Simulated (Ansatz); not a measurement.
A plane-wave DFT run in Ansatz 0.2.0 (scalar-relativistic PAW potentials unless the input names others): input and command.

```yaml
crystal:
  lattice:
    - [4.2703, 0.0, 0.0]
    - [0.0, -4.2703, 0.0]
    - [0.0, 0.0, -4.2703]
  atoms:
    - { symbol: Mg, position: [0.0099352286, 0.4900647714, 0.5] }
    - { symbol: Mg, position: [0.5, 0.0, 0.5] }
    - { symbol: Mg, position: [0.5, 0.5, 0.0] }
    - { symbol: Mg, position: [0.0, 0.0, 0.0] }
    - { symbol: O, position: [0.5, 0.0, 0.0] }
    - { symbol: O, position: [0.0, 0.5, 0.0] }
    - { symbol: O, position: [0.0, 0.0, 0.5] }
    - { symbol: O, position: [0.5, 0.5, 0.5] }
basis:
  ecutwfc: 420
  ecutrho_ratio: 1
kpoints:
  mp_grid: { grid: [6, 6, 6] }
hamiltonian:
  xc: pbe
scf:
  occupations: { method: gaussian, width: 0.05 }
  max_iter: 75
output:
  forces: true
  eigenvalues: true
  stress: true
```

```bash
ansatz run input.yaml --threads 2 --pin off --max-ram 5120MiB --backend cpu --events-out ev --progress --plain --runs-dir out
```

Abridged log:
```
Basis set: ecut = 420 eV, 1503 PW (Γ), exchange–correlation on 48×48×48 points (8 copies of the dense FFT grid, shifted against one another)
Bands: 40, of which v1, the nominal top of the filled ones, is band 32 counted from 1 (31 counted from 0)
Symmetry: 4 space group operations
k-points: 52 of 216 (time reversal used)
SCF iter   1: F=—  HF=-9978.123196 eV  |F-HF|=—  |Δ(HF+E_count)|=         —  Δρ=6.05e-3  dr2=2.05e-2  ethr=1.77e-3  ⟨swp⟩=5.9  Hψ=8641  notcnv=0  defer=9
SCF iter   2: F=—  HF=-9978.119774 eV  |F-HF|=—  |Δ(HF+E_count)|=   3.42e-3  Δρ=1.67e-3  dr2=3.68e-4  ethr=3.20e-5  ⟨swp⟩=2.0  Hψ=3569  notcnv=0  defer=150
SCF iter   3: F=—  HF=-9978.120512 eV  |F-HF|=—  |Δ(HF+E_count)|=   7.38e-4  Δρ=8.78e-4  dr2=1.00e-4  ethr=5.74e-7  ⟨swp⟩=2.0  Hψ=2760  notcnv=0  defer=98
automatic band count: iteration 3 solves 39 bands in place of 40: the levels show a gap, and the empty bands left out lie too high to hold charge; the band table lists the bands solved (type scf.n_extra_bands for more)
SCF iter   4: F=—  HF=-9978.120914 eV  |F-HF|=—  |Δ(HF+E_count)|=   4.02e-4  Δρ=2.01e-4  dr2=7.09e-6  ethr=1.57e-7  ⟨swp⟩=2.0  Hψ=2760  notcnv=0  defer=98
SCF iter   5: F=—  HF=-9978.113608 eV  |F-HF|=—  |Δ(HF+E_count)|=   7.31e-3  Δρ=1.27e-4  dr2=4.98e-6  ethr=1.11e-8  ⟨swp⟩=3.5  Hψ=4760  notcnv=0  defer=98
SCF iter   6: F=—  HF=-9978.113611 eV  |F-HF|=—  |Δ(HF+E_count)|=   3.15e-6  Δρ=1.07e-4  dr2=3.72e-6  ethr=7.79e-9  ⟨swp⟩=1.0  Hψ=1928  notcnv=0  defer=98
SCF iter   7: F=—  HF=-9978.113616 eV  |F-HF|=—  |Δ(HF+E_count)|=   5.11e-6  Δρ=6.96e-5  dr2=1.36e-6  ethr=5.82e-9  ⟨swp⟩=2.7  Hψ=2856  notcnv=0  defer=98
SCF iter   8: F=—  HF=-9978.113617 eV  |F-HF|=—  |Δ(HF+E_count)|=   1.30e-6  Δρ=5.79e-5  dr2=9.28e-7  ethr=2.13e-9  ⟨swp⟩=1.0  Hψ=1928  notcnv=0  defer=98
SCF iter   9: F=—  HF=-9978.113619 eV  |F-HF|=—  |Δ(HF+E_count)|=   1.72e-6  Δρ=3.81e-5  dr2=3.99e-7  ethr=1.45e-9  ⟨swp⟩=3.0  Hψ=3520  notcnv=0  defer=98
SCF iter  10: F=-9978.113620 eV  HF=-9978.113620 eV  |F-HF|=8.79e-9  |Δ(HF+E_count)|=   1.23e-6  Δρ=3.15e-6  dr2=2.70e-9  ethr=1.56e-10  ⟨swp⟩=5.1  Hψ=8403  notcnv=0
SCF 1 converged in 10 iterations: F = -9978.113620 eV  dr2 = 2.70e-9
SCF converged after 10 iterations
Free energy (F): -9978.113620 eV
Harris-Foulkes:  -9978.113620 eV  (|F-HF|=8.79e-9)
Internal energy: -9978.113620 eV  (E = F + TS)
E sigma→0 (E₀):  -9978.113620 eV
Fermi energy:    9.882972 eV
--- Forces (eV/Å), atoms counted from 1 ---
  atom   1  Mg    -0.63174540    -0.63174540     0.00000000
  atom   2  Mg     0.18675650     0.18675650     0.00000000
  atom   3  Mg     0.18831037     0.03577864     0.00000000
  atom   4  Mg     0.03577864     0.18831037     0.00000000
  atom   5  O      0.00121876     0.00121876     0.00000000
  atom   6  O      0.05870784     0.05870784     0.00000000
  atom   7  O      0.05843476     0.10203420     0.00000000
  atom   8  O      0.10203420     0.05843476     0.00000000
--- Stress (GPa, compression-positive) ---
        4.479070      -0.074059       0.000000
       -0.074059       4.479070       0.000000
        0.000000       0.000000       4.445751
  P = ⅓ Tr σ = 4.4680 GPa (44.680 kbar)
```

Problem. What is wrong with this input?

Solution. The fault is a density cutoff too low for products of the waves, which reach up to 4 times the waves' cutoff (basis.ecutrho_ratio: not typed → 1, the first being the value of the sound run). Setting it back cures it. The log, from which this was withheld above, says: «Warning: basis.ecutrho_ratio = 1 (ecutrho = 420 eV) is below the records' recommended 1680 eV» «settings of this run that can trade accuracy for cost: basis.ecutrho_ratio < 4. Do not mix this run's numbers with those of runs without the same settings; the input reference describes each key» The run converged all the same, with an energy at zero smearing 197 meV/atom below the reference's, pressure 4.47 GPa, largest force 0.893 eV/Å, gap on the mesh 4.46 eV, so convergence alone doesn't show that an input is right. A reference run from the same start on usual settings converged with pressure -1.60 GPa, largest force 0.513 eV/Å, gap on the mesh 4.35 eV.

Time: 5.7 s on 2 threads of Arm Neoverse V2, on a shared host, peak memory 0.34 GiB.